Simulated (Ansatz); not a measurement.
Crystal: Zn, fcc type, 1 atom in the cell.

Computed with PBE, plane waves, PAW datasets (generated soft set 1) (Ansatz 0.2.0 development build).

Cutoff 420 eV; k-mesh 16×16×16 Γ-centred; Fermi–Dirac smearing of 0.0612 eV; no spin polarisation.

The fit to the energies gives V₀ = 15.140 Å³/atom (a₀ = 3.927 Å), B₀ = 67.9 GPa, B₀′ = 5.61.

**Question.** What pressure does the program print at V = 15.759 Å³/atom, and how far above the lowest computed point (V = 15.153 Å³/atom) does the energy lie?

**Answer.** -2.43 GPa and 4.92 meV/atom. All points:

| V (Å³/atom) | a (Å) | E − E(min) (meV/atom) | P (GPa) |
| --- | --- | --- | --- |
| 14.243 | 3.8479 | 12.88 | 4.92 |
| 14.547 | 3.8750 | 5.39 | 3.04 |
| 14.850 | 3.9017 | 1.24 | 1.39 |
| 15.153 | 3.9281 | 0.00 | -0.06 |
| 15.456 | 3.9541 | 1.34 | -1.33 |
| 15.759 | 3.9798 | 4.92 | -2.43 |
| 16.062 | 4.0051 | 10.45 | -3.39 |

The published all-electron PBE values for this crystal (mean of FLEUR and WIEN2k, k-spacing 0.06 Å⁻¹; Bosoni et al., Nat. Rev. Phys. 6, 45 (2024)) are V₀ = 15.162 Å³/atom, B₀ = 69.3 GPa, B₀′ = 5.27. This run's mesh is coarser (spacing 0.17 Å⁻¹), so part of any difference comes from k-sampling.

The stress includes the program's correction for the finite plane-wave basis.

This cubic structure is a model: it isn't the usual form of the substance at ambient conditions, and such phases are metastable or hypothetical. The k-mesh is modest, so these values aren't fully converged in k.
